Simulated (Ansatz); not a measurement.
# HfO2: the cost of one run

Computed with Ansatz 0.2.0 (DFT PBEsol, scalar-relativistic, plane waves, PAW, unless a step's input says otherwise).

That is the level of the relaxation; later steps name their own.

1 further run of the same task is left out (set aside as unsound or not needed).

## 1. Starting point

It takes space group P2_1/c (No. 14, monoclinic). Conventional cell: a = 5.096 Å, b = 5.177 Å, c = 5.271 Å, α = 90.00°, β = 99.62°, γ = 90.00°. Hf (site symmetry 1) has 7 O at 2.04 to 2.23 Å as nearest neighbours. Around O (site symmetry 1) lie 4 Hf at 2.14 to 2.23 Å. Around O (site symmetry 1) lie 3 Hf at 2.04 to 2.13 Å.

Structure file:

```
CELL_PARAMETERS angstrom
5.09593 0.00000 -0.01279
0.00000 5.17677 0.00000
-0.86799 0.00000 5.19921
ATOMIC_POSITIONS crystal
Hf 0.27715 0.04298 0.20817
Hf 0.72285 0.54298 0.29183
Hf 0.72285 0.95702 0.79183
Hf 0.27715 0.45702 0.70817
O 0.44716 0.75817 0.47997
O 0.55284 0.25817 0.02003
O 0.55284 0.24183 0.52003
O 0.44716 0.74183 0.97997
O 0.07115 0.33720 0.34100
O 0.92885 0.83720 0.15900
O 0.92885 0.66280 0.65900
O 0.07115 0.16280 0.84100
```

This cell was relaxed beforehand with the same method: volume 11.43 Å³/atom, gap on the mesh 3.97 eV.

## 2. Band edges over the whole zone

input.yaml

```yaml
crystal:
  lattice:
    - [5.0959283752, 0.0, -0.0127878197]
    - [0.0, 5.1767655721, 0.0]
    - [-0.8679873865, 0.0, 5.1992136608]
  atoms:
    - { symbol: Hf, position: [0.277148938, 0.0429781048, 0.2081714116] }
    - { symbol: Hf, position: [0.722851062, 0.5429781048, 0.2918285884] }
    - { symbol: Hf, position: [0.722851062, 0.9570218952, 0.7918285884] }
    - { symbol: Hf, position: [0.277148938, 0.4570218952, 0.7081714116] }
    - { symbol: O, position: [0.447162509, 0.7581705715, 0.4799685553] }
    - { symbol: O, position: [0.552837491, 0.2581705715, 0.0200314447] }
    - { symbol: O, position: [0.552837491, 0.2418294285, 0.5200314447] }
    - { symbol: O, position: [0.447162509, 0.7418294285, 0.9799685553] }
    - { symbol: O, position: [0.0711506415, 0.3371991083, 0.3409953674] }
    - { symbol: O, position: [0.9288493585, 0.8371991083, 0.1590046326] }
    - { symbol: O, position: [0.9288493585, 0.6628008917, 0.6590046326] }
    - { symbol: O, position: [0.0711506415, 0.1628008917, 0.8409953674] }
basis:
  ecutwfc: 420
kpoints:
  mp_grid: { grid: [6, 6, 6] }
  band_path: { path: [VBM, CBM], npoints: 2 }
hamiltonian:
  xc: pbesol
scf:
  occupations: { method: gaussian, width: 0.02 }
output:
  forces: true
  stress: true
  eigenvalues: true
```

Started as:

```sh
$ ansatz run input.yaml --threads 4 --pin off --max-ram 10240MiB --backend cpu --events-out ev --progress --plain --runs-dir out
```

Q: Estimate wall time and peak memory on 4 threads of Intel Xeon Platinum 8488C (Sapphire Rapids), shared host.

About 33 s, with a peak of 1.1 GiB.
